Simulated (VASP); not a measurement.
VASP 6.6.1 run: C

INCAR

```
IBRION = -1
NELM = 63
ISPIN = 2
MAGMOM = 1
PREC = Accurate
ISIF = 2
LWAVE = .FALSE.
LCHARG = .FALSE.
ISMEAR = 0
ENCUT = 520
GGA = CA
LREAL = .FALSE.
EDIFF = 1E-7
NSW = 0
SIGMA = 0.01
LASPH = .TRUE.
NBANDS = 11
```

KPOINTS

```
KPOINTS created by Atomic Simulation Environment
0
Gamma
12 12 12
0 0 0
```

POSCAR

```
C
 1.0000000000000000
     0.0000000000000000    1.7801241435693234    1.7801241435693234
     1.7801241435693234   -0.0000000000000000    1.7801241435693234
     1.7801241435693234    1.7801241435693234   -0.0000000000000000
 C
   2
Cartesian
  0.0000000000000000  0.0000000000000000 -0.0000000000000000
  0.8900620717846617  0.8900620717846617  0.8900620717846617
```

The recommended LDA PAW datasets give the neutral cell 8 valence electrons.

Command

```
mpirun -np 1 vasp_std
```

Standard output (part)

```
POSCAR found type information on POSCAR C
 POSCAR found :  1 types and       2 ions
|     EEEEEEE  RRRRRR   RRRRRR   OOOOOOO  RRRRRR      ###     ###     ###     |
|     E        R     R  R     R  O     O  R     R     ###     ###     ###     |
|     E        R     R  R     R  O     O  R     R     ###     ###     ###     |
|     EEEEE    RRRRRR   RRRRRR   O     O  RRRRRR       #       #       #      |
|     E        R    R   R    R   O     O  R    R      ###     ###     ###     |
|     EEEEEEE  R     R  R     R  OOOOOOO  R     R     ###     ###     ###     |
|     ERROR: You have set 1 value(s) for MAGMOM; however for                  |
|     spin-polarized calculations (ISPIN=2), MAGMOM has to be a list of       |
|     NIONS values. NIONS=2 in your calculation.                              |
|       ---->  I REFUSE TO CONTINUE WITH THIS SICK JOB ... BYE!!! <----       |
```

VASP stopped before the first electronic step.

The fault: too few starting moments.

The run took about 0.8 s on one core of a shared host (Intel Xeon Platinum 8488C).
